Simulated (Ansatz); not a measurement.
# F: one input, then a changed one

The cell was built from the bcc type and relaxed in the same program; it needn't be a known or the stable phase. The listed cell was then made from it by scaling, straining or moving an atom.

First run: DFT, PBE, all-electron PAW with datasets made for the crystal, scalar-relativistic (Ansatz 0.2.0).

Command: `ansatz run input.yaml --threads 1 --pin off --max-ram 2048MiB --backend cpu --events-out ev --progress --plain --runs-dir out` The run took 10 s on 1 thread of Intel(R) Xeon(R) 6975P-C (Granite Rapids), on a shared host, peak memory 0.5 GiB.

```yaml
crystal:
  lattice:
    - [-1.3880294107, 1.3880294107, 1.3608131478]
    - [1.3880294107, -1.3880294107, 1.3608131478]
    - [1.3335968848, 1.3335968848, -1.3608131478]
  atoms:
    - { symbol: F, position: [0.0, 0.0, 0.0] }
kpoints:
  mp_grid: { grid: [18, 18, 18] }
scf:
  occupations: { method: fermi_dirac, width: 0.05 }
hamiltonian:
  xc: pbe
  pseudopotentials: { kind: all_electron, datasets: crystal }
output:
  forces: true
  stress: true
  eigenvalues: true
  efg: { contact_densities: true }
```

Result: converged; pressure -0.22 GPa; 6 SCF iterations.

The input is then changed:

```diff
@@ -10,4 +10,5 @@
 scf:
   occupations: { method: fermi_dirac, width: 0.05 }
+  mixing: { algorithm: msr1, beta: 0.1, ndim: 4 }
 hamiltonian:
   xc: pbe
```

Question: What does the second run give?

Answer: It converged; energy at zero smearing 0.0 meV/atom from the first run; pressure -0.22 GPa; 7 SCF iterations.

The results part of its log:

```
212 of the run's printed levels, from 20.05 eV on, may lie off, as they stand: their residual norms reach 0.61 eV (residual_norms_ev in the JSON report holds each one's)
SCF 1 converged in 7 iterations: F = -2714.998385 eV  dr2 = 4.22e-10
  Residual-converged pass: ⟨swp⟩=2.0  Hψ=10049  notcnv=0  max |occ|·‖R‖ = 3.7e-6 eV (tolerance 3.7e-6 eV)  dr2=4.27e-10  dr2_onsite=2.37e-9  max |Δocc| = 2.8e-11
  greatest PAW one-centre occupation: 0.980 electrons in one spin orbital (limit 2), on the F atom at site 0 (counted from 0), in its partial waves of l = 0
SCF converged after 7 iterations
Free energy (F): -2714.998385 eV
Harris-Foulkes:  -2714.998385 eV  (|F-HF|=7.30e-10)
Internal energy: -2714.974978 eV  (E = F + TS)
E sigma→0 (E₀):  -2714.986681 eV
Entropy (-TS):   -0.023407 eV (-23.407 meV/atom)
Past the cutoff: the bands carry plane waves up to 1.75 times it, of which those up to 1.5 times it add -0.000072 eV an atom, each by itself; the spheres take 0.000093 eV an atom off the energy for waves past 1.75 times it
By the cutoff:   a pressure is off by up to 0.006 GPa (1.2 times the spheres' own share and the shells' term, over an atom's volume, and 0.004 GPa: a bound that held against runs at twice the plane waves)
Past the cutoffs: a stress includes 0.0019 GPa for waves and charges beyond them, in addition to the slope of what the spheres take
In the spheres:  the bands' charges fall short by 9.5e-9 e at most (sound up to 1e-3)
Fermi energy:    -0.857621 eV
--- Per-component energies (eV) ---
  The terms above E_closure are by the made datasets' own strengths, without shells solved beside the bands.
--- Forces (eV/Å), atoms counted from 1 ---
  atom   1  F      0.00000000     0.00000000     0.00000000
  max |Σ_I F_I| component: 0.00e0 eV/Å
--- Stress (GPa, compression-positive) ---
       -0.190717      -4.623514       0.000000
       -4.623514      -0.190717      -0.000000
        0.000000      -0.000000      -0.275484
  P = ⅓ Tr σ = -0.2190 GPa (-2.190 kbar)
--- PAW observables at the nuclei: V_zz in 10²¹ V/m², potentials from the cell's mean, atoms counted from 1 ---
  atom   1  F  V_zz =    -4.753803   η = 0.9103   by run symmetry: allowed
            electrostatic potential = -731.184699 V   contact ρ = 3137.489555 e/Å³
--- Band table (eV; the first three rows and the last of 865) ---
  k-point 0: bands = ["-22.6323", "-0.4766", "-0.4168", "-0.3637", "12.8651"]
  k-point 1: bands = ["-22.5849", "-0.5203", "-0.4790", "-0.4544", "13.0534"]
  k-point 2: bands = ["-22.4465", "-0.9566", "-0.5615", "-0.4863", "13.5830"]
  k-point 864: bands = ["-20.0178", "-3.0404", "-2.8609", "-2.6565", "19.5226"]
```
